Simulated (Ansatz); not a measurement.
# MoSe2 under changes of volume

One of the cells (20.129 Å³/atom); the others are scaled copies at fixed shape and fractional positions:

```
Mo Se
1.0
     3.28800    0.00000    0.00000
    -1.64400    2.84749    0.00000
     0.00000    0.00000   12.90000
Mo Se
2 4
Direct
  0.66667 0.33333 0.75000
  0.33333 0.66667 0.25000
  0.66667 0.33333 0.37500
  0.33333 0.66667 0.87500
  0.66667 0.33333 0.12500
  0.33333 0.66667 0.62500
```

- Program: Ansatz 0.2.0
- Functional: PBE
- Potentials or basis: Ansatz PAW
- Cutoff: 420 eV (not typed: the program's choice for these potentials)
- k mesh: 9 × 9 × 2
- Occupations: fermi-dirac, width 0.05 eV
- Spin: no spin polarisation

| volume (Å³/atom) | energy over the lowest point (meV/atom) | pressure (GPa) | largest force (eV/Å) |
| --- | --- | --- | --- |
| 18.922 | 128.25 | 18.6 | 2.284 |
| 19.324 | 86.42 | 14.7 | 1.860 |
| 19.727 | 53.91 | 11.2 | 1.467 |
| 20.129 | 29.80 | 8.0 | 1.102 |
| 20.532 | 13.26 | 5.2 | 0.765 |
| 20.935 | ? | ? | ? |
| 21.337 | 0.00 | 0.3 | 0.161 |

What does the run at 20.935 Å³/atom give?

Energy over the lowest point 3.55 meV/atom; pressure 2.6 GPa; largest force 0.452 eV/Å.

Worked out: A Birch-Murnaghan fit of order 3 (a polynomial in V^(-2/3)) to the other rows has its minimum at 21.39 Å³/atom, just outside them, with B0 = V·E''(V) = 116 GPa and B' = 4.5 at fixed shape and positions, which overstates the stiffness. It gives 3.55 meV/atom at 20.935 Å³/atom, against the run's 3.55, and -dE/dV = 2.6 GPa, against 2.6.

Energies are extrapolated to zero smearing.

Caveats: the cell's inner coordinates are idealised or old, which leaves forces on the atoms; this functional lacks dispersion, which binds the layers, so the pressure and a relaxed spacing across them are unreliable.
